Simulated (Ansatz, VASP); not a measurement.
Given: the input of a run of VASP 6.6.1 on Ca.

File INCAR:

```
PREC = Accurate ; ENCUT = 520
EDIFF = 1E-7 ; ISMEAR = -1
SIGMA = 0.05 ; LREAL = False
LASPH = True ; NELM = 80
ALGO = Normal ; ISIF = 2
LWAVE = False ; LCHARG = False
GGA = PE ; NBANDS = 11
```

Contents of KPOINTS:

```
regular mesh
0
Gamma
  8 8 8
```

Contents of POSCAR:

```
Ca
1.0
    3.5345649776      0.0000000000      0.0000000000
    0.0000000000      3.5345649776      0.0000000000
    0.0000000000      0.0000000000      3.5345649776
Ca
1
Direct
    0.0000000000      0.0000000000      0.0000000000
```

Potentials or basis: VASP PAW PBE potentials, release 64 (Ca_sv).

Run with:

```sh
$ cat potpaw_PBE.64/Ca_sv/POTCAR > POTCAR
$ mpirun -np 1 vasp_std > vasp.out
```

**Question.** Set up the same calculation for Ansatz 0.2.0. Potentials there: Ansatz PAW.

**Answer.** As run (the cutoff follows the program's own potentials):

input.yaml

```yaml
crystal:
  lattice:
    - [3.5345649776, 0.0, 0.0]
    - [0.0, 3.5345649776, 0.0]
    - [0.0, 0.0, 3.5345649776]
  atoms:
    - { symbol: Ca, position: [0.0, 0.0, 0.0] }
hamiltonian:
  xc: pbe
  pseudopotentials: { kind: paw }
kpoints:
  mp_grid: { grid: [8, 8, 8] }
scf:
  occupations: { method: fermi_dirac, width: 0.05 }
output:
  forces: true
  stress: true
  eigenvalues: true
```

Potentials or basis: Ansatz PAW.

Launch:

```console
$ ansatz run input.yaml --threads 2 --pin off --max-ram 5120MiB --backend cpu --events-out ev --progress --plain --runs-dir out
```

Both were run:

|  | VASP | Ansatz | Ansatz less VASP |
| --- | --- | --- | --- |
| gap on the k mesh at the Fermi level (eV) | none | none | - |
| pressure (GPa) | 0.0 | 0.0 | -0.01 |

A gap of «none» marks a metal or a gap that the smearing closes.
